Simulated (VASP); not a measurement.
# CdO2 (Pn-3m) in VASP: notebook

Runs on CdO2. Level: r2SCAN. Tasks: relaxation of cell and atoms, single point.

Program: VASP 6.6.1. These are calculated values, not measurements. Logs are shortened: lines on timing, memory, paths and dates and some standing lists are left out, and cuts for length are marked.

### Step 1. The crystal as given

It takes space group Pn-3m (No. 224, cubic). The conventional cell has a = 4.379 Å, b = 4.379 Å, c = 4.379 Å, α = 90.00°, β = 90.00°, γ = 90.00°. Cd (site symmetry -43m) is surrounded by 4 O at 1.90 Å. Around O (site symmetry -3m) lie 2 Cd at 1.90 Å.

The cell was built by a generator and needn't be a form met in nature.

### Step 2. Relaxation of cell and atoms, r2SCAN

Input file POSCAR:

```
CdO2
1.0
    4.3792366602      0.0000000000      0.0000000000
    0.0000000000      4.3792366602      0.0000000000
    0.0000000000      0.0000000000      4.3792366602
Cd O
2 4
Direct
    0.0000000000      0.0000000000      0.0000000000
    0.5000000000      0.5000000000      0.5000000000
    0.2500000000      0.2500000000      0.2500000000
    0.2500000000      0.7500000000      0.7500000000
    0.7500000000      0.7500000000      0.2500000000
    0.7500000000      0.2500000000      0.7500000000
```

Input file INCAR.step1:

```
SYSTEM = CdO2
  PREC = Accurate
  ENCUT = 600
  ISMEAR = 0
  SIGMA = 0.1
  LREAL = .False.
  LASPH = .True.
  NELM = 100
  GGA = PE
  ALGO = Normal
  EDIFF = 1E-4
  LWAVE = .True.
  LCHARG = .False.
```

Input file INCAR.step2:

```
SYSTEM = CdO2
  PREC = Accurate
  ENCUT = 600
  EDIFF = 1E-6
  ISMEAR = 0
  SIGMA = 0.1
  LREAL = .False.
  LASPH = .True.
  NELM = 100
  ALGO = Normal
  ISIF = 3
  LWAVE = .False.
  LCHARG = .False.
  METAGGA = R2SCAN
  LMIXTAU = .True.
  IBRION = 2
  NSW = 90
  EDIFFG = -0.04
  ISTART = 1
```

Input file KPOINTS:

```
regular mesh
0
Gamma
  4 4 4
  0 0 0
```

Potentials or basis: VASP PAW PBE potentials, release 64 (Cd, O).

Run with:

```
$ cat potpaw_PBE.64/Cd/POTCAR potpaw_PBE.64/O/POTCAR > POTCAR
$ cp INCAR.step1 INCAR
$ mpirun -np 1 vasp_std > vasp.out
$ cp INCAR.step2 INCAR
$ mpirun -np 1 vasp_std > vasp.out
```

OUTCAR:

```text
SYSTEM = CdO2
   PREC = Accurate
   ENCUT = 600
   EDIFF = 1E-6
   ISMEAR = 0
   LREAL = .False.
   LASPH = .True.
   NELM = 100
   ISIF = 3
   METAGGA = R2SCAN
   IBRION = 2
   NSW = 90
   EDIFFG = -0.04
   ISTART = 1

 ion  position               nearest neighbor table
   1  0.000  0.000  0.000-   3 1.90   4 1.90   5 1.90   6 1.90
   2  0.500  0.500  0.500-   3 1.90   4 1.90   5 1.90   6 1.90
   3  0.250  0.250  0.250-   1 1.90   2 1.90
   4  0.250  0.750  0.750-   1 1.90   2 1.90
   5  0.750  0.750  0.250-   1 1.90   2 1.90
   6  0.750  0.250  0.750-   1 1.90   2 1.90

  LATTYP: Found a simple cubic cell.
 ALAT       =     4.3792366602

  Lattice vectors:

 A1 = (   4.3792366602,   0.0000000000,   0.0000000000)
 A2 = (   0.0000000000,   4.3792366602,   0.0000000000)
 A3 = (   0.0000000000,   0.0000000000,   4.3792366602)

Analysis of symmetry for initial positions (statically):
=====================================================================
 Subroutine PRICEL returns:
 Original cell was already a primitive cell.

 Routine SETGRP: Setting up the symmetry group for a
 simple cubic supercell.

 Subroutine GETGRP returns: Found 48 space group operations
 (whereof 24 operations were pure point group operations)
 out of a pool of 48 trial point group operations.

The static configuration has the point symmetry T_d .
 The point group associated with its full space group is O_h .

Analysis of symmetry for dynamics (positions and initial velocities):
=====================================================================
 Subroutine PRICEL returns:
 Original cell was already a primitive cell.

 Routine SETGRP: Setting up the symmetry group for a
 simple cubic supercell.

 Subroutine GETGRP returns: Found 48 space group operations
 (whereof 24 operations were pure point group operations)
 out of a pool of 48 trial point group operations.

The dynamic configuration has the point symmetry T_d .
 The point group associated with its full space group is O_h .

 Subroutine INISYM returns: Found 48 space group operations
 (whereof 24 operations are pure point group operations),
 and found     1 'primitive' translations

----------------------------------------------------------------------------------------

                                     Primitive cell

  volume of cell :      83.9837

  direct lattice vectors                    reciprocal lattice vectors
     4.379236660  0.000000000  0.000000000     0.228350299  0.000000000  0.000000000
     0.000000000  4.379236660  0.000000000     0.000000000  0.228350299  0.000000000
     0.000000000  0.000000000  4.379236660     0.000000000  0.000000000  0.228350299

  length of vectors
     4.379236660  4.379236660  4.379236660     0.228350299  0.228350299  0.228350299

[... 63 lines left out ...]
 SYSTEM =  CdO2
   PREC   = accura    normal or accurate (medium, high low for compatibility)
   ISTART =      1    job   : 0-new  1-cont  2-samecut
   ICHARG =      0    charge: 1-file 2-atom 10-const
   ISPIN  =      1    spin polarized calculation?
   LNONCOLLINEAR =      F non collinear calculations
   LSORBIT =      F    spin-orbit coupling
   LASPH  =      T    aspherical Exc in radial PAW
   ENCUT  =  600.0 eV  44.10 Ry    6.64 a.u.   8.75  8.75  8.75*2*pi/ulx,y,z
   NELM   =    100;   NELMIN=  2; NELMDL=  0     # of ELM steps
   EDIFF  = 0.1E-05   stopping-criterion for ELM
   LREAL  =      F    real-space projection
   EDIFFG = -.4E-01   stopping-criterion for IOM
   NSW    =     90    number of steps for IOM
   IBRION =      2    ionic relax: 0-MD 1-quasi-New 2-CG
   NFREE  =      1    steps in history (QN), initial steepest desc. (CG)
   ISIF   =      3    stress and relaxation
   ISYM   =      2    0-nonsym 1-usesym 2-fastsym
   POTIM  = 0.5000    time-step for ionic-motion
   TEBEG  =    0.0;   TEEND  =   0.0 temperature during run
   PSTRESS=    0.0 pullay stress
   NELECT =      48.0000    total number of electrons
   NUPDOWN=      -1.0000    fix difference up-down
   EMIN   =  10.00;   EMAX   =-10.00  energy-range for DOS
   EFERMI =   0.00;   METHOD = LEGACY
   ISMEAR =     0;   SIGMA  =   0.10  broadening in eV -4-tet -1-fermi 0-gaus
   EFERMI_NEDOS =   21; number of points for ismear=-14 and -15
   IALGO  =     38    algorithm
   IMIX   =      4    mixing-type and parameters
     AMIX     =   0.40;   BMIX     =  1.00
     AMIX_MAG =   1.60;   BMIX_MAG =  1.00
  volume/ion in A,a.u.               =      14.00        94.46
  Fermi-wavevector in a.u.,A,eV,Ry     =   1.358595  2.567373 25.113384  1.845782
  Thomas-Fermi vector in A             =   2.485415
   LORBIT       =      0    0 simple, 1 ext, 2 COOP (PROOUT), +10 PAW based schemes
   METAGGA = R2SCAN    functional components
   LHFCALC =     F    Hartree Fock is set to
   AEXX    =    0.0000 exact exchange contribution
   IVDW    =     0    specifies the selected vdW correction
   LEPSILON=     F    determine dielectric tensor
   LRPA    =     F    only Hartree local field effects (RPA)
 conjugate gradient relaxation of ions
 non-spin polarized calculation
 Gauss-broadening in eV      SIGMA  =   0.10
  energy-cutoff  :      600.00
  volume of cell :       83.98
 maximum number of plane-waves:      2826
 NGX is ok and might be reduce to    36

--------------------------------------- Ionic step        1  -------------------------------------------

 number of electron      47.9999960 magnetization

 Free energy of the ion-electron system (eV)
  ---------------------------------------------------
  ext. energy  EPLUGINS =         0.00000000
  ---------------------------------------------------
  free energy    TOTEN  =       -59.62414233 eV

  energy without entropy =      -59.58766455  energy(sigma->0) =      -59.60590344

 E-fermi :  -0.5357     XC(G=0): -10.7985

 val. band max:       -0.5497960377   @ k =   0.5000   0.5000   0.0000
 cond. band min:      -0.4909368996   @ k =   0.5000   0.2500   0.0000
 fundamental gap:      0.0588591381
 Fermi energy:        -0.5356845259

 k-point     1 :       0.0000    0.0000    0.0000
  band No.  band energies     occupation
      1     -19.3467      2.00000
      2     -18.6833      2.00000
      3     -18.6833      2.00000
      4     -18.6833      2.00000
      5      -9.6121      2.00000
      6      -9.6121      2.00000
[... 378 lines left out ...]
--------------------------------------- Ionic step        3  -------------------------------------------

 number of electron      48.0000028 magnetization

 Free energy of the ion-electron system (eV)
  ---------------------------------------------------
  ext. energy  EPLUGINS =         0.00000000
  ---------------------------------------------------
  free energy    TOTEN  =       -60.99298195 eV

  energy without entropy =      -60.92986615  energy(sigma->0) =      -60.96142405

 E-fermi :  -2.2363     XC(G=0):  -9.6062

 val. band max:       -2.2570038442   @ k =   0.5000   0.5000   0.0000
 cond. band min:      -2.2202772233   @ k =   0.5000   0.5000   0.2500
 fundamental gap:      0.0367266209
 Fermi energy:        -2.2362929879

 k-point     1 :       0.0000    0.0000    0.0000
  band No.  band energies     occupation
      1     -19.8194      2.00000
      2     -19.4005      2.00000
      3     -19.4005      2.00000
      4     -19.4005      2.00000
      5      -9.8310      2.00000
      6      -9.8310      2.00000
[... 332 lines left out ...]
  FREE ENERGIE OF THE ION-ELECTRON SYSTEM (eV)
  ---------------------------------------------------
  free  energy   TOTEN  =       -60.9929819506 eV

  energy  without entropy=      -60.9298661512  energy(sigma->0) =      -60.96142405

 reached required accuracy - stopping structural energy minimisation
```

OUTCAR.step1:

```text
SYSTEM = CdO2
   PREC = Accurate
   ENCUT = 600
   ISMEAR = 0
   LREAL = .False.
   LASPH = .True.
   NELM = 100
[... 532 lines left out ...]
      1.09481      3.28443      3.28443         0.000000     -0.000000     -0.000000
      3.28443      3.28443      1.09481         0.000000     -0.000000      0.000000
      3.28443      1.09481      3.28443        -0.000000      0.000000     -0.000000
 -----------------------------------------------------------------------------------
    total drift:                                0.000000      0.000000      0.000000

  FREE ENERGIE OF THE ION-ELECTRON SYSTEM (eV)
  ---------------------------------------------------
  free  energy   TOTEN  =       -16.6306481317 eV

  energy  without entropy=      -16.5929602843  energy(sigma->0) =      -16.61180421
```

OSZICAR.step1:

```text
N       E                     dE             d eps       ncg     rms          rms(c)
DAV:   1     0.466027702617E+03    0.46603E+03   -0.29411E+04   560   0.191E+03
DAV:   2     0.959757465310E+01   -0.45643E+03   -0.44218E+03   660   0.467E+02
DAV:   3    -0.229257739430E+02   -0.32523E+02   -0.31554E+02   604   0.130E+02
DAV:   4    -0.233349300825E+02   -0.40916E+00   -0.40871E+00   604   0.153E+01
DAV:   5    -0.233404571409E+02   -0.55271E-02   -0.55147E-02   628   0.156E+00    0.325E+01
DAV:   6    -0.172601251470E+02    0.60803E+01   -0.36119E+01   820   0.100E+02    0.370E+01
DAV:   7    -0.167462071576E+02    0.51392E+00   -0.58110E+00   600   0.284E+01    0.178E+01
DAV:   8    -0.166776234219E+02    0.68584E-01   -0.16298E+00   700   0.119E+01    0.544E+00
DAV:   9    -0.166326575393E+02    0.44966E-01   -0.15861E-01   732   0.429E+00    0.155E+00
DAV:  10    -0.166310019247E+02    0.16556E-02   -0.20574E-02   588   0.104E+00    0.393E-01
DAV:  11    -0.166309877631E+02    0.14162E-04   -0.99052E-03   708   0.965E-01    0.158E-01
DAV:  12    -0.166306327259E+02    0.35504E-03   -0.20018E-03   740   0.537E-01    0.362E-02
DAV:  13    -0.166306481317E+02   -0.15406E-04   -0.63332E-05   312   0.585E-02
   1 F= -.16630648E+02 E0= -.16611804E+02  d E =-.376878E-01
```

It took 6.6 min on 1 thread of Intel Xeon Platinum 8259CL at 2.50GHz (Skylake/Cascade Lake), shared host; peak memory 0.23 GiB.

What came out:

* Free energy: -60.9930 eV
* Relaxed volume: 17.42 Å³/atom
* Relaxed cell: a = 4.710 Å, b = 4.710 Å, c = 4.710 Å, α = 90.00°, β = 90.00°, γ = 90.00°
* Space group after relaxing (to 0.05 Å): Pn-3m (No. 224)
* Energy gained by relaxing: 228.1 meV/atom
* Ionic steps: 3
* Pressure after relaxing: 0.3 GPa
* Band gap on the k mesh: none (metal or under the smearing width)

The path:
| step | energy change (eV) | largest force (eV/Å) | pressure (GPa) | volume (Å³) |
| --- | --- | --- | --- | --- |
| 1 | 0.0000 | 0.0000 | 26.32 | 83.98 |
| 2 | -1.1997 | 0.0000 | -4.95 | 115.15 |
| 3 | -1.3688 | 0.0000 | 0.35 | 104.50 |

Final structure:
```
Cd O
1.0
     4.71022    0.00000    0.00000
     0.00000    4.71022    0.00000
     0.00000    0.00000    4.71022
Cd O
2 4
Direct
  0.00000 0.00000 0.00000
  0.50000 0.50000 0.50000
  0.25000 0.25000 0.25000
  0.25000 0.75000 0.75000
  0.75000 0.75000 0.25000
  0.75000 0.25000 0.75000
```

Levels at points of the mesh, in eV from the Fermi level:
```tsv
k point	band 21	band 22	band 23	band 24	band 25	band 26	band 27	band 28
(0.00, 0.00, 0.00)	-0.67	-0.67	-0.67	0.54	0.54	0.54	3.68	8.90
(0.50, 0.00, 0.00)	-0.70	-0.70	-0.32	-0.32	-0.08	-0.08	6.35	6.35
(0.50, 0.50, 0.00)	-0.40	-0.40	-0.05	-0.05	-0.02	-0.02	7.78	7.78
(0.50, 0.50, 0.50)	-0.30	0.24	0.24	0.26	0.26	0.26	6.69	9.00
```

Caveat: the volume moved by over 15 % at a fixed basis, so the end points are rough; the PAW data sets were made with another functional, which shifts forces and pressure a little.

### Step 3. Single point, r2SCAN

This run uses another cell than the first one: it holds 3 atoms, not 6.

Input file POSCAR:

```
CdO2
1.0
    3.5920787013      0.0000000000      0.0000000000
   -1.7960393506      3.1108314077      0.0000000000
    0.0000000000      0.0000000000      2.9988793868
Cd O
1 2
Direct
    0.0000000000      0.0000000000      0.0000000000
    0.3333333333      0.6666666667      0.5000000000
    0.6666666667      0.3333333333      0.5000000000
```

INCAR.step1, as its differences from that of step 2:

```diff
@@ -2,3 +2,3 @@
   PREC = Accurate
-  ENCUT = 600
+  ENCUT = 520
   ISMEAR = 0
@@ -8,2 +8,3 @@
   NELM = 100
+  NBANDS = 19
   GGA = PE
```

Input file INCAR.step2:

```
SYSTEM = CdO2
  PREC = Accurate
  ENCUT = 520
  EDIFF = 1E-6
  ISMEAR = 0
  SIGMA = 0.1
  LREAL = .False.
  LASPH = .True.
  NELM = 100
  ALGO = Normal
  ISIF = 2
  LWAVE = .False.
  LCHARG = .True.
  METAGGA = R2SCAN
  LMIXTAU = .True.
  LELF = .True.
  LVHAR = .True.
  NBANDS = 19
  ISTART = 1
```

Input file KPOINTS:

```
regular mesh
0
Gamma
  6 6 6
  0 0 0
```

Potentials or basis: VASP PAW PBE potentials, release 64 (Cd, O).

Run with:

```
$ cat potpaw_PBE.64/Cd/POTCAR potpaw_PBE.64/O/POTCAR > POTCAR
$ cp INCAR.step1 INCAR
$ mpirun -np 1 vasp_std > vasp.out
$ cp INCAR.step2 INCAR
$ mpirun -np 1 vasp_std > vasp.out
```

OUTCAR:

```text
SYSTEM = CdO2
   PREC = Accurate
   ENCUT = 520
   EDIFF = 1E-6
   ISMEAR = 0
   LREAL = .False.
   LASPH = .True.
   NELM = 100
   ISIF = 2
   METAGGA = R2SCAN
   ISTART = 1

 ion  position               nearest neighbor table
   1  0.000  0.000  0.000-   2 2.56   3 2.56   2 2.56   3 2.56   2 2.56   2 2.56   3 2.56   3 2.56
                             3 2.56   3 2.56   2 2.56   2 2.56
   2  0.333  0.667  0.500-   1 2.56   1 2.56   1 2.56   1 2.56   1 2.56   1 2.56
   3  0.667  0.333  0.500-   1 2.56   1 2.56   1 2.56   1 2.56   1 2.56   1 2.56

  LATTYP: Found a hexagonal cell.
 ALAT       =     3.5920787013
 C/A-ratio  =     0.8348590430

  Lattice vectors:

 A1 = (   3.5920787013,   0.0000000000,   0.0000000000)
 A2 = (  -1.7960393506,   3.1108314077,   0.0000000000)
 A3 = (   0.0000000000,   0.0000000000,   2.9988793868)

Analysis of symmetry for initial positions (statically):
=====================================================================
 Subroutine PRICEL returns:
 Original cell was already a primitive cell.

 Routine SETGRP: Setting up the symmetry group for a
[... 165 lines left out ...]
  ext. energy  EPLUGINS =         0.00000000
  ---------------------------------------------------
  free energy    TOTEN  =       -31.55310498 eV

  energy without entropy =      -31.54860527  energy(sigma->0) =      -31.55085513

 E-fermi :   2.3671     XC(G=0): -12.5017

 val. band max:        2.2841310571   @ k =   0.1667   0.0000   0.0000
 cond. band min:       2.3974039145   @ k =   0.5000   0.0000   0.3333
 fundamental gap:      0.1132728574
 Fermi energy:         2.3670802989

 k-point     1 :       0.0000    0.0000    0.0000
  band No.  band energies     occupation
      1     -18.2089      2.00000
      2     -13.6041      2.00000
      3      -5.9669      2.00000
      4      -5.7031      2.00000
      5      -5.7031      2.00000
      6      -4.9075      2.00000
[... 505 lines left out ...]
      6      -4.9484      2.00000
[... 11 lines left out ...]
     18      21.7092      0.00000
     19      22.5868      0.00000

 [... further k-points ...]
[... 5 lines left out ...]
  --------------------------------------------------------------------------------------
  -------------------------------------------------------------------------------------
  Total        0.2093291      0.2093291      0.2229725      0.0000000      0.0000000      0.0000000
  in kB       10.0082663     10.0082663     10.6605731      0.0000000      0.0000000      0.0000000
  external PRESSURE =      10.2257019 kB  Pullay stress =       0.0000000 kB

 VOLUME and BASIS-vectors are now :
 -----------------------------------------------------------------------------
  energy-cutoff  :      520.00
  volume of cell :       33.51
      direct lattice vectors                 reciprocal lattice vectors
     3.592078701  0.000000000  0.000000000     0.278390337  0.160728736  0.000000000
    -1.796039351  3.110831408  0.000000000     0.000000000  0.321457472  0.000000000
     0.000000000  0.000000000  2.998879387     0.000000000  0.000000000  0.333457892

 POSITION                                       TOTAL-FORCE (eV/Angst)
 -----------------------------------------------------------------------------------
      0.00000      0.00000      0.00000        -0.000000      0.000000      0.000000
     -0.00000      2.07389      1.49944        -0.000000      0.000000      0.000000
      1.79604      1.03694      1.49944         0.000000      0.000000     -0.000000
 -----------------------------------------------------------------------------------
    total drift:                               -0.000000      0.000000     -0.000000

  FREE ENERGIE OF THE ION-ELECTRON SYSTEM (eV)
  ---------------------------------------------------
  free  energy   TOTEN  =       -31.5531049838 eV

  energy  without entropy=      -31.5486052736  energy(sigma->0) =      -31.55085513
```

OUTCAR.step1:

```text
SYSTEM = CdO2
   PREC = Accurate
   ENCUT = 520
   ISMEAR = 0
   LREAL = .False.
   LASPH = .True.
   NELM = 100
[... 755 lines left out ...]
      0.00000      0.00000      0.00000        -0.000000      0.000000      0.000000
     -0.00000      2.07389      1.49944        -0.000000      0.000000      0.000000
      1.79604      1.03694      1.49944         0.000000     -0.000000      0.000000
 -----------------------------------------------------------------------------------
    total drift:                               -0.000000      0.000000     -0.000000

  FREE ENERGIE OF THE ION-ELECTRON SYSTEM (eV)
  ---------------------------------------------------
  free  energy   TOTEN  =        -9.9421819149 eV

  energy  without entropy=       -9.9364026325  energy(sigma->0) =       -9.93929227
```

OSZICAR.step1:

```text
N       E                     dE             d eps       ncg     rms          rms(c)
DAV:   1     0.161838420428E+03    0.16184E+03   -0.14089E+04  1112   0.129E+03
DAV:   2    -0.453815770193E+01   -0.16638E+03   -0.16012E+03  1195   0.318E+02
DAV:   3    -0.114353900589E+02   -0.68972E+01   -0.68423E+01  1181   0.701E+01
DAV:   4    -0.114628276324E+02   -0.27438E-01   -0.27434E-01  1156   0.454E+00
DAV:   5    -0.114629034104E+02   -0.75778E-04   -0.75777E-04  1199   0.228E-01    0.845E+00
DAV:   6    -0.999581472594E+01    0.14671E+01   -0.43442E+00  1388   0.303E+01    0.720E+00
DAV:   7    -0.997318606386E+01    0.22629E-01   -0.43928E-01  1151   0.563E+00    0.369E+00
DAV:   8    -0.994434178614E+01    0.28844E-01   -0.67604E-02  1159   0.244E+00    0.447E-01
DAV:   9    -0.994201925425E+01    0.23225E-02   -0.94472E-03  1242   0.924E-01    0.101E-01
DAV:  10    -0.994216697769E+01   -0.14772E-03   -0.77248E-04  1151   0.257E-01    0.327E-02
DAV:  11    -0.994218191487E+01   -0.14937E-04   -0.88429E-06   622   0.293E-02
   1 F= -.99421819E+01 E0= -.99392923E+01  d E =-.577928E-02
```

It took 64 s on 1 thread of Intel Xeon Platinum 8259CL at 2.50GHz (Skylake/Cascade Lake), shared host; peak memory 0.16 GiB.

Results:

```yaml
Free_energy: -31.5531 eV
Pressure: 1.0 GPa
Band_gap_on_the_k_mesh: none (metal or under the smearing width)
```

Levels at points of the mesh, in eV from the Fermi level:
```
           k point  band 10  band 11  band 12  band 13  band 14  band 15
(0.00, 0.00, 0.00)    -2.98    -0.72    -0.72    -0.12     0.61    13.44
(0.50, 0.00, 0.00)    -1.41    -1.13    -0.32     1.31     4.58     7.21
(0.00, 0.00, 0.50)    -4.09    -1.28     0.46     0.46     6.32     7.16
(0.50, 0.00, 0.50)    -3.72    -2.29     0.10     1.20     4.90     8.06
```

Caveat: the PAW data sets were made with another functional, which shifts forces and pressure a little.
